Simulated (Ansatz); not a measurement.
Runs of Ansatz 0.2.0 on Ca. It takes space group Fm-3m (No. 225, cubic). The conventional cell has a = 5.588 Å, b = 5.588 Å, c = 5.588 Å, α = 90.00°, β = 90.00°, γ = 90.00°. Around Ca (site symmetry m-3m) lie 12 Ca at 3.95 Å. 

```tsv
task	level	potentials or basis	spin	cell	k mesh	cutoff (eV)	smearing	kpoints mp grid shift	scf n extra bands	sphere radius (all atoms)	basis error allowed	other keys	gap on the mesh (eV)	pressure (GPa)	moment (μB)
band structure	PBE exchange only	all-electron LAPW, scalar-relativistic	collinear, random start	as given	8 × 8 × 8	79	gaussian 0.025 eV	-	-	-	0.001 eV/atom	-	-	1.8	0.20
elastic constants	PBE+D3(BJ)	all-electron LAPW, scalar-relativistic	off	as given	6 × 6 × 6	86	gaussian 0.15 eV	-	-	-	0.001 eV/atom	-	none	-1.4	-
single point	PBE+D4	all-electron LAPW, scalar-relativistic	off	as given	8 × 8 × 8	87	fermi-dirac 0.05 eV	-	-	-	0.0005 eV/atom	-	none	(a)	-
relaxation of cell and atoms	PBE-LDA	all-electron LAPW, scalar-relativistic	non-collinear, ferromagnetic start	relaxed	6 × 6 × 6	-	fermi-dirac 0.01 eV	[0.5, 0.5, 0.5]	4	-	0.0005 eV/atom	kpoints.mp_grid.shift = [0.5, 0.5, 0.5]; scf.n_extra_bands = 4	-	0.0	(b)
band structure	revPBE+D3(BJ)	all-electron LAPW, relativistic spinors	SOC, no magnetisation	as given	6 × 6 × 6	199	gaussian 0.15 eV	-	-	1.383 Å	0.001 eV/atom	hamiltonian.pseudopotentials.lapw.muffin_tin_radii = 1.383	-	-1.3	-
```

Q: Fill in the values left out.

A: (a) -1.1; (b) 0.17.

Caveats: pairwise dispersion overbinds metals, which lowers pressure and volume (some runs); the k mesh is thin for a metal, which can move the energy by tens of meV per atom (some runs).

A gap of «none» marks a metal or a gap under the smearing width.

The runs don't all hold the same shells in valence.
